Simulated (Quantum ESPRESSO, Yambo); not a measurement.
# Excitons of AlN (F-43m): kernels and approximations, part 3 of 4

Aim: follow the lowest exciton of AlN (F-43m) as the mesh is refined.

Quantum ESPRESSO 7.5 and Yambo 5.3.0; PBE and many-body steps on it, plane waves. Known limits of the many-body steps: not at the basis limit; coarse k mesh; bindings not settled in the k mesh.

So far. Step 8 (Triplet (no exchange term)): The lowest triplet lies at 4.816 eV; without spin-orbit coupling triplets are dark, so no spectrum is read. Step 9 (Empty states on the mesh, 6×6×6 mesh, 12 bands): On this mesh the gap is 3.325 eV.

### Step 11. k mesh (6×6×6)

This step: Bethe-Salpeter equation on PBE with a scissors shift, plane waves, norm-conserving pseudopotentials.

File bse6.in:

```
optics
bss
bse
em1s
dipoles
rim_cut
RandQpts= 1000000
RandGvec= 1 RL
Chimod= "HARTREE"
BSKmod= "SEX"
BSEmod= "resonant"
BSSmod= "d"
BSENGexx= 20 Ry
BSENGBlk= 4 Ry
% BSEQptR
 1 | 1 |
%
% BSEBands
 2 | 5 |
%
% BEnRange
 0 | 8 | eV
%
% BDmRange
 0.1 | 0.1 | eV
%
BEnSteps= 161
% BLongDir
 1 | 0 | 0 |
%
% BndsRnXs
 1 | 12 |
%
NGsBlkXs= 4 Ry
% LongDrXs
 1 | 1 | 1 |
%
% KfnQP_E
 1.326 | 1.0 | 1.0 |
%
WRbsWF
FFTGvecs= 32 Ry
```

Run with:

```sh
$ OMP_NUM_THREADS=1 mpirun -n 8 yambo -F bse6.in -J bse6 -C bse6 > bse6.log
```

What it wrote:

```text
 Yambo, version 5.3.0

 [02] CORE Variables Setup
 =========================

  [... cell, symmetries and grids as in the set-up ...]

  [02.05] Energies & Occupations
  ==============================

  [X] === General ===
  [X] Electronic Temperature                        :  0.000000  0.000000 [eV K]
  [X] Bosonic    Temperature                        :  0.000000  0.000000 [eV K]
  [X] Finite Temperature mode                       : no
  [X] El. density                                   :  0.38398E+24 [cm-3]
  [X] Fermi Level                                   :  6.956543 [eV]

  [X] === Gaps and Widths ===
  [X] Conduction Band Min                           :  3.324858 [eV]
  [X] Valence Band Max                              :  0.000000 [eV]
  [X] Filled Bands                                  :   4
  [X] Empty Bands                                   :   5  12
  [X] Direct Gap                                    :  4.192097 [eV]
  [X] Direct Gap localized at k                     :  1
  [X] Indirect Gap                                  :  3.324858 [eV]
  [X] Indirect Gap between kpts                     :   1  13
  [X] Last valence band width                       :  2.503467 [eV]
  [X] 1st conduction band width                     :  4.659018 [eV]

 [03] Transferred momenta grid and indexing
 ==========================================

 [BZ sampling] Q-grid is User defined and/or read from the database

 IBZ Q-points                                      :  16
 BZ  Q-points                                      :  216

 K/Q-points units:
 rlu = crystal or reduced units; cc = cartesian coordinates; iku = interal k-units

 Q [ 1]         [rlu]:  0.000000  0.000000  0.000000
 Q [ 2]         [rlu]:  0.37242E-17  0.37242E-17  0.16667
[...]
X T_space Kernel sum :      0.1411s P4 (136 calls,   1.038 msec avg) [MAX]      0.0354s P1 (136 calls,   0.261 msec avg) [min]
                          MATRIX transfer (NONE) :      0.0521s P8 (  2 calls,  26.063 msec avg) [MAX]      0.0404s P1 (  2 calls,  20.209 msec avg) [min]
                                  DIPOLE_g_space :      0.0492s P2 [MAX]      0.0438s P8 [min]
                                     io_fragment :      0.0580s P1 (128 calls,   0.453 msec avg) [MAX]      0.0471s P2 (104 calls,   0.453 msec avg) [min]
                                     WF_load_FFT :      0.0582s P5 ( 32 calls,   1.819 msec avg) [MAX]      0.0499s P1 ( 33 calls,   1.512 msec avg) [min]
                                       FFT_setup :      0.0635s P4 ( 41 calls,   1.548 msec avg) [MAX]      0.0604s P1 ( 41 calls,   1.473 msec avg) [min]
                                           io_WF :      0.0798s P4 (126 calls,   0.634 msec avg) [MAX]      0.0710s P1 (126 calls,   0.564 msec avg) [min]
                                T_space EXX Osc. :      0.1196s P4 ( 23 calls,   5.199 msec avg) [MAX]      0.1031s P5 ( 22 calls,   4.687 msec avg) [min]
                               T_space CORR Osc. :      0.1877s P4 ( 68 calls,   2.760 msec avg) [MAX]      0.1196s P2 ( 68 calls,   1.758 msec avg) [min]
                                  Xo (procedure) :      0.3760s P5 ( 16 calls,  23.499 msec avg) [MAX]      0.3531s P8 ( 16 calls,  22.066 msec avg) [min]
                                X T_space Kernel :      0.4914s P4 [MAX]      0.3539s P1 [min]
              PARALLEL_HERMITIAN_diagonalization :      0.5796s P1 [MAX]      0.5696s P8 [min]
                                  LINEAR ALGEBRA :      0.6288s P4 ( 17 calls,  36.986 msec avg) [MAX]      0.6216s P5 [min]
                                    Diago Solver :      0.6671s P1 [MAX]      0.6589s P7 [min]
                                             RIM :      0.6741s P6 [MAX]      0.6729s P1 [min]
                                         Dipoles :      1.0696s P6 [MAX]      1.0695s P2 [min]

 [11] Game Over & Game summary
```

Elapsed: 4.5 s, on 8 MPI ranks of Intel Xeon at 2.60GHz (Ice Lake), shared host; peak memory 2.2 GiB; 26 s of CPU time.

Numbers from this step:

- transitions in the window: 648
- direct gap of the transition levels: 5.518 eV
- lowest state: 5.025 eV
- first strong exciton (over a fiftieth of the strongest listed): 5.025 eV
- binding of the lowest state below the direct gap: 0.4927 eV
- Coulomb term of one mesh cell: 0.5608 eV

The binding is 0.88 times the screened Coulomb term of one mesh cell (0.56 eV), so it is not shown settled.

The lowest state lies at 5.025 eV, 0.493 eV under the direct gap.

The ε₂ has structure finer than the step of the table below, so its rows give means over 0.25 eV, whole bins alone (the curve runs from 0 to 8 eV). Peaks (eV: height): BSE 5.050: 4.21, 5.900: 8.94, 6.450: 16.3, 6.850: 18.0, 7.950: 12.3; no electron-hole interaction 5.500: 2.17, 6.450: 3.18, 7.050: 6.58, 7.500: 13.8.

Field along x; broadening 0.1 eV; transition window only. Limits: finite bands, cutoff and mesh; exciton not shown settled in the k mesh. Table of ε₂ by photon energy; means over each step:

```csv
photon energy (eV),BSE,no electron-hole interaction
0.25,0.0177,0.0124
0.50,0.0192,0.0132
0.75,0.0208,0.0141
1.00,0.0227,0.0152
1.25,0.0249,0.0163
1.50,0.0274,0.0177
1.75,0.0303,0.0191
2.00,0.0337,0.0208
2.25,0.0378,0.0228
2.50,0.0428,0.0251
2.75,0.0490,0.0277
3.00,0.0567,0.0308
3.25,0.0667,0.0346
3.50,0.0801,0.0393
3.75,0.0990,0.0451
4.00,0.128,0.0528
4.25,0.178,0.0632
4.50,0.291,0.0787
4.75,0.765,0.105
5.00,3.11,0.164
5.25,1.30,0.420
5.50,1.01,1.60
5.75,3.49,0.617
6.00,6.16,0.437
6.25,5.65,1.24
6.50,11.5,2.26
6.75,10.8,1.29
7.00,8.42,4.50
7.25,2.78,4.16
7.50,1.88,10.5
7.75,5.88,5.34
```

### Step 12. Triplet (no exchange term)

bse7.in, as its differences from bse6.in of step 11:

```diff
@@ -12,3 +12,3 @@
 BSSmod= "d"
-BSENGexx= 20 Ry
+BSENGexx= 1 RL
 BSENGBlk= 4 Ry
```

Run with:

```sh
$ OMP_NUM_THREADS=1 mpirun -n 8 yambo -F bse7.in -J bse7,bse6_W -C bse7 > bse7.log
```

What it wrote:

```text
 Yambo, version 5.3.0

 [02] CORE Variables Setup
 =========================

  [... cell, symmetries and grids as in the set-up ...]

  [02.05] Energies & Occupations
  ==============================

  [X] === General ===
  [X] Electronic Temperature                        :  0.000000  0.000000 [eV K]
  [X] Bosonic    Temperature                        :  0.000000  0.000000 [eV K]
  [X] Finite Temperature mode                       : no
  [X] El. density                                   :  0.38398E+24 [cm-3]
[...]
T_space CORR Osc. :      0.1908s P4 ( 68 calls,   2.807 msec avg) [MAX]      0.1229s P2 ( 68 calls,   1.808 msec avg) [min]
                        X T_space Kernel :      0.4639s P4 [MAX]      0.3294s P1 [min]
      PARALLEL_HERMITIAN_diagonalization :      0.5414s P5 [MAX]      0.5235s P3 [min]
                          LINEAR ALGEBRA :      0.5784s P7 [MAX]      0.5775s P1 [min]
                            Diago Solver :      0.6270s P1 [MAX]      0.6180s P2 [min]

 [11] Game Over & Game summary
[key lines of the parts left out:]
Dipoles :      0.0042s P7 [MAX]      0.0036s P5 [min]
```

Elapsed: 2.2 s, on 8 MPI ranks; peak memory 2.2 GiB.

The lowest triplet lies at 5.000 eV; without spin-orbit coupling triplets are dark, so no spectrum is read.

### Step 13. Empty states on the mesh, 8×8×8 mesh, 12 bands

This step: Quantum ESPRESSO 7.5; DFT, PBE, plane waves, norm-conserving pseudopotentials.

File pw.in:

```
&control
  calculation = 'nscf'
  prefix = 'x'
  outdir = 'o'
  pseudo_dir = 'pseudo'
/
&system
  ibrav = 0
  nat = 2
  ntyp = 2
  ecutwfc = 72.0
  nbnd = 12
  force_symmorphic = .true.
/
&electrons
  conv_thr = 1e-9
  electron_maxstep = 80
  diago_full_acc = .true.
  diago_thr_init = 5e-6
/
ATOMIC_SPECIES
  Al 26.982 Al.upf
  N 14.007 N.upf
CELL_PARAMETERS angstrom
  -0.0000000000 2.1839935596 2.1839935596
  2.1839935596 -0.0000000000 2.1839935596
  2.1839935596 2.1839935596 -0.0000000000
ATOMIC_POSITIONS crystal
  Al 0.0000000000 0.0000000000 0.0000000000
  N 0.7500000000 0.7500000000 0.7500000000
K_POINTS automatic
  8 8 8 0 0 0
```

Run with:

```sh
$ OMP_NUM_THREADS=1 mpirun -n 8 pw.x -nk 4 -in pw.in > pw.out
```

What it wrote:

```text
[banner, memory and clock lines left out]
Program PWSCF v.7.5 starts

     Atomic positions and unit cell read from directory:
     o/x.save/

     Message from routine setup:
     using ibrav=0 with symmetry is DISCOURAGED, use correct ibrav instead

     bravais-lattice index     =            0
     lattice parameter (alat)  =       5.8367  a.u.
     unit-cell volume          =     140.5985 (a.u.)^3
     number of atoms/cell      =            2
     number of atomic types    =            2
     number of electrons       =         8.00
[...]
-8.0106   6.9565   6.9565   6.9565  11.1486  19.5460  19.5460  19.5460
    24.7019  24.7019  26.0437  26.0437

          k = 0.0884 0.0884-0.0884 (  1438 PWs)   bands (ev):

    -7.7834   5.7785   6.8781   6.8781  12.0884  18.9662  19.7142  19.7142
    23.1487  23.1487  24.9976  28.5215

          k = 0.1768 0.1768-0.1768 (  1447 PWs)   bands (ev):

    -7.1600   3.6988   6.7010   6.7010  13.4084  17.9339  19.3059  19.3059
    23.2695  23.2695  24.1996  31.5170

          k = 0.2652 0.2652-0.2652 (  1441 PWs)   bands (ev):

     [... further k-points ...]

     highest occupied, lowest unoccupied level (ev):     6.9565   10.2814

     XML data file, pseudopotentials, collected wavefunctions
```

It took 1.3 s on 8 MPI ranks; peak memory 0.05 GiB.

Numbers from this step:

```
gap                                                           : 3.325 eV
k of the valence top                                          : 0, 0, 0
k of the conduction bottom                                    : 0, -0.5, -0.5
least direct gap                                              : 4.192 eV
k points computed                                             : 29
lowest point of the top converged band, above the valence top : 19.09 eV
```

On this mesh the gap is 3.325 eV.

### Step 14. Conversion and set-up

This step: Yambo 5.3.0; conversion and set-up on PBE, plane waves, norm-conserving pseudopotentials.

Run with:

```sh
$ (cd o/x.save; p2y > p2y.log; mv SAVE ../..); yambo > setup.log
```

What it wrote:

```text
 Yambo, version 5.3.0

 [02] CORE Variables Setup
 =========================

  [02.01] Unit cells
  ==================

  Cell kind             :  FCC
  Atoms in the cell     :  Al  N
  number of Al atoms    :  1
  number of N  atoms    :  1

  List of atomic masses
  Mass of Al    :  26.98200
  Mass of N     :  14.00700

  List of atomic coordinates    : [cc]
  Al1       :  0.000000  0.000000  0.000000  order 1
  N1       :  6.190725  6.190725  6.190725  order 2

  Alat factors          :  4.127150  4.127150  4.127150 [a.u.]
  Direct lattice volume :  140.5985 [a.u.]
[...]
Q [ 1]         [rlu]:  0.000000  0.000000  0.000000
 Q [ 2]         [rlu]: -0.26489E-17 -0.26489E-17  0.12500
 Q [ 3]         [rlu]: -0.52978E-17 -0.52978E-17  0.25000
[...]
Q [ 8]         [rlu]: -0.23529E-16  0.12500      0.37500
 Q [ 9]         [rlu]: -0.52269E-17  0.12500      0.50000
 Q [10]         [rlu]:  0.10596E-16  0.12500     -0.37500
     [... 17 further rows ...]
 Q [28]         [rlu]:  0.125000 -0.500000 -0.375000
 Q [29]         [rlu]:  0.250000 -0.500000 -0.250000

  [03.01] X indexes
  =================

   [03.01.01] Sigma indexes
   ========================

 [06] Game Over & Game summary
```

The job ended after 2.6 s (1 MPI rank; peak memory 0.24 GiB).

### Step 15. k mesh (8×8×8)

This step: Bethe-Salpeter equation on PBE with a scissors shift, plane waves, norm-conserving pseudopotentials.

bse9.in, as its differences from bse7.in of step 12:

```diff
@@ -12,3 +12,3 @@
 BSSmod= "d"
-BSENGexx= 1 RL
+BSENGexx= 20 Ry
 BSENGBlk= 4 Ry
```

Run with:

```sh
$ OMP_NUM_THREADS=1 mpirun -n 8 yambo -F bse9.in -J bse9 -C bse9 > bse9.log
```

What it wrote:

```text
 Yambo, version 5.3.0

 [02] CORE Variables Setup
 =========================

  [... cell, symmetries and grids as in the set-up ...]

  [02.05] Energies & Occupations
  ==============================

  [X] === General ===
  [X] Electronic Temperature                        :  0.000000  0.000000 [eV K]
  [X] Bosonic    Temperature                        :  0.000000  0.000000 [eV K]
  [X] Finite Temperature mode                       : no
  [X] El. density                                   :  0.38398E+24 [cm-3]
[...]
==========================================================

   [BSE] Exchange components :  229
   [BSE] Correlation components :   27  229

    [08.01.05.01] Screened interaction header I/O
    =============================================

    [08.01.05.02] Main kernel loop
    ==============================

    [08.01.05.03] Wave-Function Phases
    ==================================

    [BSE] WF phases found       :  55.49569 [o/o]

   [08.01.06] BSE solver(s) @q1
   ============================

   [SLK-Digonalization]  Pools        :  2
   [SLK-Digonalization]  BLACS grid   :  2  2

   [08.01.07] Diago Solver @q1
   ===========================

 [11] Game Over & Game summary
```

Run time: 15 s. Hardware: 8 MPI ranks; peak memory 2.7 GiB.

Numbers from this step:

* transitions in the window: 1536
* direct gap of the transition levels: 5.518 eV
* lowest state: 5.134 eV
* first strong exciton (over a fiftieth of the strongest listed): 5.134 eV
* binding of the lowest state below the direct gap: 0.3841 eV
* Coulomb term of one mesh cell: 0.4283 eV

The binding is 0.90 times the screened Coulomb term of one mesh cell (0.43 eV), so it is not shown settled.

The lowest state lies at 5.134 eV, 0.384 eV under the direct gap.

The ε₂ has structure finer than the step of the table below, so its rows give means over 0.2 eV, whole bins alone (the curve runs from 0 to 8 eV). Peaks (eV: height): BSE 6.00: 14.5, 6.55: 15.5, 7.40: 12.0; no electron-hole interaction 6.55: 3.91, 7.10: 7.79.

Field along x; broadening 0.1 eV; transition window only. Limits: finite bands, cutoff and mesh; exciton not shown settled in the k mesh. Table of ε₂ by photon energy; means over each step:

```csv
photon energy (eV),BSE,no electron-hole interaction
0.2,0.0168,0.0117
0.4,0.0178,0.0123
0.6,0.0190,0.0130
0.8,0.0203,0.0137
1.0,0.0217,0.0145
1.2,0.0233,0.0154
1.4,0.0251,0.0163
1.6,0.0271,0.0173
1.8,0.0293,0.0185
2.0,0.0319,0.0197
2.2,0.0348,0.0211
2.4,0.0382,0.0227
2.6,0.0422,0.0244
2.8,0.0468,0.0264
3.0,0.0523,0.0287
3.2,0.0589,0.0313
3.4,0.0670,0.0343
3.6,0.0772,0.0378
3.8,0.0903,0.0420
4.0,0.108,0.0470
4.2,0.132,0.0533
4.4,0.170,0.0613
4.6,0.237,0.0722
4.8,0.406,0.0881
5.0,1.25,0.116
5.2,1.94,0.186
5.4,0.904,0.549
5.6,1.21,0.702
5.8,3.45,0.323
6.0,11.6,0.370
6.2,5.24,0.733
6.4,6.13,2.52
6.6,12.0,2.94
6.8,4.00,1.73
7.0,4.60,5.06
7.2,6.58,4.69
7.4,11.3,2.30
7.6,7.91,2.58
7.8,4.45,4.37
```

### Step 16. Triplet (no exchange term)

bse10.in, as its differences from bse9.in of step 15:

```diff
@@ -12,3 +12,3 @@
 BSSmod= "d"
-BSENGexx= 20 Ry
+BSENGexx= 1 RL
 BSENGBlk= 4 Ry
```

Run with:

```sh
$ OMP_NUM_THREADS=1 mpirun -n 8 yambo -F bse10.in -J bse10,bse9_W -C bse10 > bse10.log
```

What it wrote:

```text
 Yambo, version 5.3.0

 [02] CORE Variables Setup
 =========================

  [... cell, symmetries and grids as in the set-up ...]

  [02.05] Energies & Occupations
  ==============================

  [X] === General ===
  [X] Electronic Temperature                        :  0.000000  0.000000 [eV K]
  [X] Bosonic    Temperature                        :  0.000000  0.000000 [eV K]
  [X] Finite Temperature mode                       : no
  [X] El. density                                   :  0.38398E+24 [cm-3]
[...]
=========================================

  [WARNING] [r,Vnl^pseudo] included in position and velocity dipoles.

  [WARNING] In case H contains other non local terms, these are neglected

 [07] Static Dielectric Matrix
 =============================

    [08.01.05.02] Main kernel loop
    ==============================

    [08.01.05.03] Wave-Function Phases
    ==================================

    [BSE] WF phases found       :  55.49569 [o/o]

   [08.01.06] BSE solver(s) @q1
   ============================

   [SLK-Digonalization]  Pools        :  2
   [SLK-Digonalization]  BLACS grid   :  2  2

   [08.01.07] Diago Solver @q1
   ===========================

 [11] Game Over & Game summary
```

Run time: 12 s. Hardware: 8 MPI ranks; peak memory 2.6 GiB; 90 s of CPU time.

The lowest triplet lies at 5.118 eV; without spin-orbit coupling triplets are dark, so no spectrum is read.

### Step 17. Empty states on the mesh, 10×10×10 mesh, 12 bands

This step: Quantum ESPRESSO 7.5; DFT, PBE, plane waves, norm-conserving pseudopotentials.

pw.in: that of step 13 with these lines changed.

```diff
@@ -31,2 +31,2 @@
 K_POINTS automatic
-  8 8 8 0 0 0
+  10 10 10 0 0 0
```

Run with:

```sh
$ OMP_NUM_THREADS=1 mpirun -n 8 pw.x -nk 4 -in pw.in > pw.out
```

What it wrote:

```text
[banner, memory and clock lines left out]
Program PWSCF v.7.5 starts

     Atomic positions and unit cell read from directory:
     o/x.save/

     Message from routine setup:
     using ibrav=0 with symmetry is DISCOURAGED, use correct ibrav instead

     bravais-lattice index     =            0
     lattice parameter (alat)  =       5.8367  a.u.
     unit-cell volume          =     140.5985 (a.u.)^3
     number of atoms/cell      =            2
     number of atomic types    =            2
     number of electrons       =         8.00
[...]
-8.0106   6.9565   6.9565   6.9565  11.1486  19.5460  19.5460  19.5460
    24.7019  24.7019  26.0437  26.0437

          k = 0.0707 0.0707-0.0707 (  1441 PWs)   bands (ev):

    -7.8642   6.1466   6.9050   6.9050  11.8077  19.1531  19.6769  19.6769
    23.4310  23.4311  25.2569  27.8915

          k = 0.1414 0.1414-0.1414 (  1429 PWs)   bands (ev):

    -7.4475   4.5432   6.7764   6.7764  12.9318  18.3412  19.6026  19.6026
    22.8983  22.8983  24.3909  30.4190

          k = 0.2121 0.2121-0.2121 (  1438 PWs)   bands (ev):

     [... further k-points ...]

     highest occupied, lowest unoccupied level (ev):     6.9565   10.2814

     XML data file, pseudopotentials, collected wavefunctions
```

It took 1.5 s on 8 MPI ranks; peak memory 0.05 GiB; 10 s of CPU time.

Numbers from this step:

```
gap                                                           : 3.325 eV
k of the valence top                                          : 0, 0, 0
k of the conduction bottom                                    : 0, -0.5, -0.5
least direct gap                                              : 4.192 eV
k points computed                                             : 47
lowest point of the top converged band, above the valence top : 19.09 eV
```

On this mesh the gap is 3.325 eV.

### Step 18. Conversion and set-up

This step: Yambo 5.3.0; conversion and set-up on PBE, plane waves, norm-conserving pseudopotentials.

Run with:

```sh
$ (cd o/x.save; p2y > p2y.log; mv SAVE ../..); yambo > setup.log
```

What it wrote:

```text
 Yambo, version 5.3.0

 [02] CORE Variables Setup
 =========================

  [02.01] Unit cells
  ==================

  Cell kind             :  FCC
  Atoms in the cell     :  Al  N
  number of Al atoms    :  1
  number of N  atoms    :  1

  List of atomic masses
  Mass of Al    :  26.98200
  Mass of N     :  14.00700

  List of atomic coordinates    : [cc]
  Al1       :  0.000000  0.000000  0.000000  order 1
  N1       :  6.190725  6.190725  6.190725  order 2

  Alat factors          :  4.127150  4.127150  4.127150 [a.u.]
  Direct lattice volume :  140.5985 [a.u.]
[...]
Q [ 1]         [rlu]:  0.000000  0.000000  0.000000
 Q [ 2]         [rlu]: -0.16838E-17 -0.16838E-17  0.10000
 Q [ 3]         [rlu]:  0.98609E-18  0.98609E-18  0.20000
[...]
Q [ 8]         [rlu]: -0.42690E-17  0.10000      0.20000
 Q [ 9]         [rlu]:  0.53397E-17  0.10000      0.30000
 Q [10]         [rlu]: -0.28745E-17  0.10000      0.40000
     [... 35 further rows ...]
 Q [46]         [rlu]:  0.200000  0.400000 -0.300000
 Q [47]         [rlu]:  0.200000 -0.500000 -0.300000

  [03.01] X indexes
  =================

   [03.01.01] Sigma indexes
   ========================

 [06] Game Over & Game summary
```

Run time: 3 s. Hardware: 1 MPI rank; peak memory 0.24 GiB.

[end of part 3 of 4]

[Paths, hosts, dates, memory and timing lines, banners, echoed tables and standing remarks are left out of the program output.]

[Logs are printed without paths, hosts, clocks, repeated set-up lines and the standing remarks that a program may print on its own settings, such as how far it seeks lower states.]

[Runs of the session that timed out or met a known fault of the program may be left out.]

[Hosts, paths, dates, database ids (printed as entryN), source tags and the programs' standing remarks are cut or masked in the printed files.]
